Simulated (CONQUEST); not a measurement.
SnO2 (Cassiterite):

```
Sn O
1.0
     3.18650    0.00000    0.00000
     0.00000    4.73800    0.00000
     0.00000    0.00000    4.73800
Sn O
2 4
Direct
  0.50000 0.50000 0.50000
  0.00000 0.00000 0.00000
  0.50000 0.19290 0.19290
  0.00000 0.69290 0.30710
  0.50000 0.80710 0.80710
  0.00000 0.30710 0.69290
```

Base run:

```yaml
Program: CONQUEST 1.3
Functional: PBE
Potentials_or_basis: PseudoDojo NC PBE, DZP, grid cutoff 150 Ha
k_mesh: 8 × 6 × 6
Occupations: fermi-dirac, width 0.05 eV
Spin: no spin polarisation
```

Its results: band gap on the k mesh 1.04 eV, direct; pressure 17.8 GPa; largest force 0.274 eV/Å.

Problem. After a change of settings the same cell gave: band gap on the k mesh 0.25 eV, direct; pressure 29.0 GPa; largest force 0.508 eV/Å. Which change was it?
A. potentials or basis from PseudoDojo NC PBE, DZP, grid cutoff 150 Ha to PseudoDojo NC PBE, SZP, grid cutoff 150 Ha; k mesh from 8 × 6 × 6 to 5 × 3 × 3
B. potentials or basis from PseudoDojo NC PBE, DZP, grid cutoff 150 Ha to PseudoDojo NC PBE, SZP, grid cutoff 150 Ha; k mesh from 8 × 6 × 6 to 6 × 4 × 4
C. potentials or basis from PseudoDojo NC PBE, DZP, grid cutoff 150 Ha to PseudoDojo NC PBE, SZ, grid cutoff 150 Ha
D. potentials or basis from PseudoDojo NC PBE, DZP, grid cutoff 150 Ha to PseudoDojo NC PBE, SZP, grid cutoff 150 Ha

Solution. C.

Caveats: spin-orbit coupling is left out, which moves the levels of the heavy elements; the basis of atomic orbitals isn't converged, which shifts pressures, moduli and gaps; so large a pressure means that the cell lies far from this level's equilibrium, or that cutoff or potentials fall short (some runs); the atomic basis is small (some runs); a pressure of tens of GPa on the cell as given is suspect, and the run, the potentials or the cell itself is likely at fault (some runs).

Not every run made on this cell is shown here.
